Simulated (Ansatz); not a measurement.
Write the native input for Ansatz 0.2.0 that does the following.

- Task: band structure
- Functional: LDA
- Potentials or basis: Ansatz PAW
- Cutoff: 420 eV (not typed: the program's choice for these potentials)
- k mesh: 5 × 5 × 5
- Occupations: fermi-dirac, width 0.05 eV
- Spin: spin-orbit coupling, no magnetisation
- Path: [["G", "X", "M", "G", "R", "X"], ["M", "R"]]
- Points for each segment of the path: 14

Crystal: Cu3Au (Auricupride).

```
CELL_PARAMETERS angstrom
3.74000 0.00000 0.00000
0.00000 3.74000 0.00000
0.00000 0.00000 3.74000
ATOMIC_POSITIONS crystal
Au 0.00000 0.00000 0.00000
Cu 0.50000 0.50000 0.00000
Cu 0.50000 0.00000 0.50000
Cu 0.00000 0.50000 0.50000
```

These files were run (other wordings do the same):

input.yaml

```yaml
crystal:
  lattice:
    - [3.74, 0.0, 0.0]
    - [0.0, 3.74, 0.0]
    - [0.0, 0.0, 3.74]
  atoms:
    - { symbol: Au, position: [0.0, 0.0, 0.0] }
    - { symbol: Cu, position: [0.5, 0.5, 0.0] }
    - { symbol: Cu, position: [0.5, 0.0, 0.5] }
    - { symbol: Cu, position: [0.0, 0.5, 0.5] }
hamiltonian:
  xc: lda
  pseudopotentials: { kind: paw_fr }
magnetization:
  noncollinear: true
  spin_orbit: true
kpoints:
  mp_grid: { grid: [5, 5, 5] }
  band_path:
    path:
      - [[0.0, 0.0, 0.0], [0.0, 0.5, 0.0], [0.5, 0.5, 0.0], [0.0, 0.0, 0.0], [0.5, 0.5, 0.5], [0.0, 0.5, 0.0]]
      - [[0.5, 0.5, 0.0], [0.5, 0.5, 0.5]]
    npoints: 14
scf:
  occupations: { method: fermi_dirac, width: 0.05 }
  n_extra_bands: 10
output:
  forces: true
  stress: true
  eigenvalues: true
  fatbands: true
```

Potentials or basis: Ansatz PAW.

The run is started by

```bash
$ ansatz run input.yaml --threads 2 --pin off --max-ram 5632MiB --backend cpu --events-out ev --progress --plain --runs-dir out
```

Results of the run:

| Property | Result |
| --- | --- |
| Pressure | -9.5 GPa |
| Band gap on the k mesh | none (metal or under the smearing width) |

Caveat: the PAW data sets come from PBE, with cores solved anew for the run's functional, which leaves a small shift of forces and pressure.

Wall time 23 s on 2 threads of Intel(R) Xeon(R) 6975P-C (Granite Rapids), on a shared host, peak memory 0.77 GiB.
